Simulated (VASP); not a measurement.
# Cl (P6/mmm) in VASP: density of states with PBE

Aim: the density of states of Cl with PBE.

Everything below comes from runs of VASP 6.6.1. Logs are shortened: lines on timing, memory, paths and dates and some standing lists are left out, and cuts for length are marked.

## Step 1: Starting point

Symmetry: P6/mmm, No. 191, hexagonal system. The conventional cell has a = 7.339 Å, b = 7.339 Å, c = 2.272 Å, α = 90.00°, β = 90.00°, γ = 120.00°. Cl (site symmetry 6/mmm) has 2 Cl at 2.27 Å as nearest neighbours. Cl (site symmetry -6m2) has 2 Cl at 2.27 Å as nearest neighbours.

## Step 2: Density of states, PBE

File POSCAR:

```
Cl
1.0
    7.3393471557      0.0000000000      0.0000000000
   -3.6696735778      6.3560610840      0.0000000000
    0.0000000000      0.0000000000      2.2722583300
Cl
3
Direct
    0.0000000000      0.0000000000      0.0000000000
    0.3333333333      0.6666666667      0.5000000000
    0.6666666667      0.3333333333      0.5000000000
```

File INCAR.step1:

```
PREC = Accurate
ENCUT = 520
EDIFF = 1E-6
ISMEAR = -1
SIGMA = 0.05
LREAL = F
LASPH = T
NELM = 100
ALGO = Normal
ISIF = 2
LWAVE = F
LCHARG = T
GGA = PE
NBANDS = 18
```

File KPOINTS.step1:

```
regular mesh
0
Gamma
  8 8 11
```

File INCAR.step2:

```
PREC = Accurate
ENCUT = 520
EDIFF = 1E-6
ISMEAR = -5
SIGMA = 0.05
LREAL = F
LASPH = T
NELM = 100
ALGO = Normal
ISIF = 2
LWAVE = F
LCHARG = F
GGA = PE
LORBIT = 11
NBANDS = 18
NEDOS = 1001
ICHARG = 11
```

File KPOINTS.step2:

```
regular mesh
0
Gamma
  12 12 17
```

Potentials or basis: VASP PAW PBE potentials, release 64 (Cl).

Launch:

```console
cat potpaw_PBE.64/Cl/POTCAR > POTCAR
cp INCAR.step1 INCAR
cp KPOINTS.step1 KPOINTS
mpirun -np 1 vasp_std > vasp.out
cp INCAR.step2 INCAR
cp KPOINTS.step2 KPOINTS
mpirun -np 1 vasp_std > vasp.out
```

OUTCAR:

```text
PREC = Accurate
   ENCUT = 520
   EDIFF = 1E-6
   ISMEAR = -5
   LREAL = F
   LASPH = T
   NELM = 100
   ISIF = 2
   GGA = PE
   LORBIT = 11
   ICHARG = 11

 ion  position               nearest neighbor table
   1  0.000  0.000  0.000-
   2  0.333  0.667  0.500-
   3  0.667  0.333  0.500-

  LATTYP: Found a hexagonal cell.
 ALAT       =     7.3393471557
 C/A-ratio  =     0.3095995164

  Lattice vectors:

 A1 = (   7.3393471557,   0.0000000000,   0.0000000000)
 A2 = (  -3.6696735778,   6.3560610840,   0.0000000000)
 A3 = (   0.0000000000,   0.0000000000,   2.2722583300)

Analysis of symmetry for initial positions (statically):
=====================================================================
 Subroutine PRICEL returns:
 Original cell was already a primitive cell.

 Routine SETGRP: Setting up the symmetry group for a
 hexagonal supercell.

 Subroutine GETGRP returns: Found 24 space group operations
 (whereof 24 operations were pure point group operations)
 out of a pool of 24 trial point group operations.

The static configuration has the point symmetry D_6h.

Analysis of symmetry for dynamics (positions and initial velocities):
=====================================================================
 Subroutine PRICEL returns:
 Original cell was already a primitive cell.

 Routine SETGRP: Setting up the symmetry group for a
 hexagonal supercell.

 Subroutine GETGRP returns: Found 24 space group operations
 (whereof 24 operations were pure point group operations)
 out of a pool of 24 trial point group operations.

The dynamic configuration has the point symmetry D_6h.

 Subroutine INISYM returns: Found 24 space group operations
 (whereof 24 operations are pure point group operations),
 and found     1 'primitive' translations

----------------------------------------------------------------------------------------

                                     Primitive cell

  volume of cell :     105.9993

  direct lattice vectors                    reciprocal lattice vectors
     7.339347156  0.000000000  0.000000000     0.136251901  0.078665072  0.000000000
    -3.669673578  6.356061084  0.000000000     0.000000000  0.157330143  0.000000000
     0.000000000  0.000000000  2.272258330     0.000000000  0.000000000  0.440090806

  length of vectors
     7.339347156  7.339347156  2.272258330     0.157330143  0.157330143  0.440090806

  position of ions in fractional coordinates (direct lattice)
     0.000000000  0.000000000  0.000000000
     0.333333333  0.666666667  0.500000000
     0.666666667  0.333333333  0.500000000

  ion indices of the primitive-cell ions
   primitive index   ion index
                 1           1
                 2           2
                 3           3

----------------------------------------------------------------------------------------

 KPOINTS: regular mesh

Automatic generation of k-mesh.
 Grid dimensions read from file:
 generate k-points for:   12   12   17

 Generating k-lattice:

  Cartesian coordinates                     Fractional coordinates (reciprocal lattice)
     0.011354325  0.006555423  0.000000000     0.083333333  0.000000000  0.000000000
     0.000000000  0.013110845  0.000000000     0.000000000  0.083333333  0.000000000
     0.000000000  0.000000000  0.025887694     0.000000000  0.000000000  0.058823529

  Length of vectors
     0.013110845  0.013110845  0.025887694

  Shift w.r.t. Gamma in fractional coordinates (k-lattice)
     0.000000000  0.000000000  0.000000000

 TETIRR: Found   2420 inequivalent tetrahedra from    14688

 Subroutine IBZKPT returns following result:
 ===========================================

 Found    171 irreducible k-points:

 Following reciprocal coordinates:
            Coordinates               Weight
  0.000000  0.000000  0.000000      1.000000
  0.083333  0.000000  0.000000      6.000000
  0.166667  0.000000  0.000000      6.000000
  0.250000  0.000000  0.000000      6.000000
  0.333333  0.000000  0.000000      6.000000
  0.416667  0.000000  0.000000      6.000000
[... 16 lines left out ...]
  0.250000  0.000000  0.058824     12.000000
  0.333333  0.000000  0.058824     12.000000
 [... further k-points ...]
   k-points           NKPTS =    171   k-points in BZ     NKDIM =    171   number of bands    NBANDS=     18
   number of dos      NEDOS =   1001   number of ions     NIONS =      3
   total plane-waves  NPLWV =  56448
   dimension x,y,z NGX =    56 NGY =   56 NGZ =   18
   dimension x,y,z NGXF=   112 NGYF=  112 NGZF=   36
   ions per type =               3
   NGX,Y,Z   is equivalent  to a cutoff of  12.68, 12.68, 13.17 a.u.
   NGXF,Y,Z  is equivalent  to a cutoff of  25.37, 25.37, 26.34 a.u.
 SYSTEM =  unknown system
   PREC   = accura    normal or accurate (medium, high low for compatibility)
   ISTART =      0    job   : 0-new  1-cont  2-samecut
   ICHARG =     11    charge: 1-file 2-atom 10-const
   ISPIN  =      1    spin polarized calculation?
   LNONCOLLINEAR =      F non collinear calculations
   LSORBIT =      F    spin-orbit coupling
   LASPH  =      T    aspherical Exc in radial PAW
   ENCUT  =  520.0 eV  38.22 Ry    6.18 a.u.  13.65 13.65  4.22*2*pi/ulx,y,z
   NELM   =    100;   NELMIN=  2; NELMDL=  0     # of ELM steps
   EDIFF  = 0.1E-05   stopping-criterion for ELM
   LREAL  =      F    real-space projection
   EDIFFG = 0.1E-04   stopping-criterion for IOM
   NSW    =      0    number of steps for IOM
   IBRION =     -1    ionic relax: 0-MD 1-quasi-New 2-CG
   NFREE  =      0    steps in history (QN), initial steepest desc. (CG)
   ISIF   =      2    stress and relaxation
   ISYM   =      2    0-nonsym 1-usesym 2-fastsym
   POTIM  = 0.5000    time-step for ionic-motion
   TEBEG  =    0.0;   TEEND  =   0.0 temperature during run
   PSTRESS=    0.0 pullay stress
   NELECT =      21.0000    total number of electrons
   NUPDOWN=      -1.0000    fix difference up-down
   EMIN   =  10.00;   EMAX   =-10.00  energy-range for DOS
   EFERMI =   0.00;   METHOD = LEGACY
   ISMEAR =    -5;   SIGMA  =   0.05  broadening in eV -4-tet -1-fermi 0-gaus
   EFERMI_NEDOS =   21; number of points for ismear=-14 and -15
   IALGO  =     38    algorithm
   IMIX   =      4    mixing-type and parameters
     AMIX     =   0.40;   BMIX     =  1.00
     AMIX_MAG =   1.60;   BMIX_MAG =  1.00
  volume/ion in A,a.u.               =      35.33       238.44
  Fermi-wavevector in a.u.,A,eV,Ry     =   0.954363  1.803484 12.392302  0.910808
  Thomas-Fermi vector in A             =   2.083103
   LORBIT       =     11    0 simple, 1 ext, 2 COOP (PROOUT), +10 PAW based schemes
   GGA     = PE    functional components
   LHFCALC =     F    Hartree Fock is set to
   AEXX    =    0.0000 exact exchange contribution
   IVDW    =     0    specifies the selected vdW correction
   LEPSILON=     F    determine dielectric tensor
   LRPA    =     F    only Hartree local field effects (RPA)
 non-spin polarized calculation
 Fermi weights with tetrahedron method with Bloechl corrections
  energy-cutoff  :      520.00
  volume of cell :      106.00
 maximum number of plane-waves:      2889
 NGX is ok and might be reduce to    56

 number of electron      21.0000001 magnetization

 Free energy of the ion-electron system (eV)
  ---------------------------------------------------
  ext. energy  EPLUGINS =         0.00000000
  ---------------------------------------------------
  free energy    TOTEN  =        -4.91436178 eV

  energy without entropy =       -4.91436178  energy(sigma->0) =       -4.91436178

 E-fermi :  -1.8586     XC(G=0):  -6.7986

 val. band max:       -1.8580811109   @ k =   0.4167   0.0000   0.4706
 cond. band min:      -1.8560829490   @ k =   0.1667   0.0833   0.4706
 fundamental gap:      0.0019981619
 Fermi energy:        -1.8585964401

 k-point     1 :       0.0000    0.0000    0.0000
  band No.  band energies     occupation
      1     -17.9833      2.00000
      2     -17.9173      2.00000
      3     -17.8835      2.00000
      4      -5.0295      2.00000
      5      -5.0295      2.00000
      6      -5.0033      2.00000
[... 10 lines left out ...]
     17       7.2587      0.00000
     18       8.6551      0.00000

 k-point     2 :       0.0833    0.0000    0.0000
  band No.  band energies     occupation
      1     -17.9819      2.00000
      2     -17.9181      2.00000
      3     -17.8842      2.00000
      4      -5.0800      2.00000
      5      -5.0727      2.00000
      6      -4.9481      2.00000
[... 10 lines left out ...]
     17       7.4321      0.00000
     18       8.5678      0.00000

 k-point     3 :       0.1667    0.0000    0.0000
  band No.  band energies     occupation
      1     -17.9778      2.00000
      2     -17.9204      2.00000
      3     -17.8861      2.00000
      4      -5.1343      2.00000
      5      -5.1029      2.00000
      6      -4.8798      2.00000
[... 10 lines left out ...]
     17       7.6315      0.00000
     18       8.3432      0.00000

 k-point     4 :       0.2500    0.0000    0.0000
  band No.  band energies     occupation
      1     -17.9716      2.00000
      2     -17.9240      2.00000
      3     -17.8889      2.00000
      4      -5.1793      2.00000
      5      -5.1054      2.00000
      6      -4.8118      2.00000
[... 375 lines left out ...]
      4      -5.0609      2.00000
      5      -5.0297      2.00000
      6      -4.8082      2.00000
[... 10 lines left out ...]
     17       7.7095      0.00000
     18       8.4371      0.00000

 k-point    23 :       0.2500    0.0000    0.0588
  band No.  band energies     occupation
      1     -17.8881      2.00000
      2     -17.8407      2.00000
      3     -17.8055      2.00000
      4      -5.1056      2.00000
      5      -5.0322      2.00000
      6      -4.7407      2.00000
[... 10 lines left out ...]
     17       7.9108      0.00000
     18       8.1494      0.00000

 k-point    24 :       0.3333    0.0000    0.0588
  band No.  band energies     occupation
      1     -17.8804      2.00000
      2     -17.8455      2.00000
      3     -17.8085      2.00000
      4      -5.1391      2.00000
      5      -5.0057      2.00000
      6      -4.6793      2.00000
[... 10 lines left out ...]
     17       7.8564      0.00000
     18       8.0911      0.00000

 [... further k-points ...]

------------------------ aborting loop because EDIFF is reached ----------------------------------------

  FORCE on cell =-STRESS in cart. coord.  units (eV):
  Direction    XX          YY          ZZ          XY          YZ          ZX
  --------------------------------------------------------------------------------------
  -------------------------------------------------------------------------------------
  Total        1.4385273      1.4385273     -0.7159054      0.0000000     -0.0000000      0.0000000
  in kB       21.7433012     21.7433012    -10.8208903      0.0000000     -0.0000000      0.0000000
  external PRESSURE =      10.8885707 kB  Pullay stress =       0.0000000 kB

 VOLUME and BASIS-vectors are now :
 -----------------------------------------------------------------------------
  energy-cutoff  :      520.00
  volume of cell :      106.00
      direct lattice vectors                 reciprocal lattice vectors
     7.339347156  0.000000000  0.000000000     0.136251901  0.078665072  0.000000000
    -3.669673578  6.356061084  0.000000000     0.000000000  0.157330143  0.000000000
     0.000000000  0.000000000  2.272258330     0.000000000  0.000000000  0.440090806

 POSITION                                       TOTAL-FORCE (eV/Angst)
 -----------------------------------------------------------------------------------
      0.00000      0.00000      0.00000         0.000000      0.000000      0.000000
     -0.00000      4.23737      1.13613         0.000000      0.000000      0.000000
      3.66967      2.11869      1.13613        -0.000000     -0.000000      0.000000
 -----------------------------------------------------------------------------------
    total drift:                                0.000000     -0.000000      0.000000

  FREE ENERGIE OF THE ION-ELECTRON SYSTEM (eV)
  ---------------------------------------------------
  free  energy   TOTEN  =        -4.9143617845 eV

  energy  without entropy=       -4.9143617845  energy(sigma->0) =       -4.91436178

 total charge

# of ion       s       p       d       tot
------------------------------------------
    1        1.637   3.286   0.000   4.923
    2        1.638   3.330   0.000   4.967
    3        1.638   3.330   0.000   4.967
--------------------------------------------------
tot          4.912   9.946   0.000  14.858
```

Wall time 2.7 min (1 thread of Intel Xeon 6975P-C (Granite Rapids), shared host); peak memory 0.36 GiB.

Results:

```
Valence electrons inside the program's atomic spheres : Cl 4.92, 4.97
```

Levels at points of the mesh, in eV from the Fermi level:
```
           k point  band 5  band 6  band 7  band 8  band 9  band 10  band 11  band 12  band 13  band 14
(0.00, 0.00, 0.00)   -3.17   -3.14   -3.14   -2.63   -2.63     4.97     4.98     5.03     5.56     9.11
(0.50, 0.00, 0.00)   -3.10   -3.07   -2.79   -2.79   -2.76     4.98     4.98     5.02     7.14     7.14
```

States per cell in windows of 0.5 eV (zero at the Fermi level; states under -8 eV left out):
```
from (eV)  total  Cl2_p  Cl3_p  Cl1_p  Cl2_s  Cl3_s  Cl1_s
     -8.0   0.00   0.00   0.00   0.00   0.00   0.00   0.00
     -7.5   0.00   0.00   0.00   0.00   0.00   0.00   0.00
     -7.0   0.72   0.19   0.19   0.10   0.00   0.00   0.00
     -6.5   0.42   0.09   0.09   0.09   0.00   0.00   0.00
     -6.0   0.32   0.07   0.07   0.07   0.01   0.01   0.01
     -5.5   0.24   0.05   0.05   0.05   0.01   0.01   0.01
     -5.0   0.26   0.06   0.06   0.06   0.01   0.01   0.01
     -4.5   0.22   0.05   0.05   0.05   0.01   0.01   0.01
     -4.0   0.22   0.05   0.05   0.05   0.01   0.01   0.01
     -3.5   1.15   0.24   0.24   0.20   0.01   0.01   0.01
     -3.0   2.98   0.62   0.62   0.61   0.01   0.01   0.01
     -2.5   2.07   0.43   0.43   0.45   0.00   0.00   0.01
     -2.0   1.13   0.24   0.24   0.25   0.00   0.00   0.00
     -1.5   1.45   0.33   0.33   0.30   0.01   0.01   0.00
     -1.0   1.76   0.39   0.39   0.41   0.01   0.01   0.01
     -0.5   2.52   0.59   0.59   0.63   0.00   0.00   0.00
      0.0   0.86   0.20   0.20   0.23   0.00   0.00   0.00
      0.5   0.19   0.04   0.04   0.04   0.00   0.00   0.00
      1.0   0.19   0.05   0.05   0.05   0.00   0.00   0.00
      1.5   0.18   0.04   0.04   0.04   0.00   0.00   0.00
      2.0   0.19   0.05   0.05   0.05   0.00   0.00   0.00
      2.5   0.21   0.05   0.05   0.05   0.00   0.00   0.00
      3.0   0.24   0.06   0.06   0.06   0.00   0.00   0.00
      3.5   0.22   0.06   0.06   0.06   0.00   0.00   0.00
      4.0   0.33   0.09   0.09   0.09   0.00   0.00   0.00
      4.5   0.53   0.15   0.15   0.16   0.00   0.00   0.00
      5.0   0.00   0.00   0.00   0.00   0.00   0.00   0.00
      5.5   0.06   0.00   0.00   0.00   0.00   0.00   0.00
      6.0   0.16   0.00   0.00   0.00   0.00   0.00   0.00
      6.5   0.25   0.00   0.00   0.00   0.00   0.00   0.00
      7.0   0.35   0.01   0.01   0.01   0.01   0.01   0.00
      7.5   0.70   0.01   0.01   0.01   0.01   0.01   0.01
```

Caveat: an odd number of electrons without spin polarisation forces a metal; a magnetic or distorted state may lie lower; tetrahedron occupations give inexact forces and stress in metals.
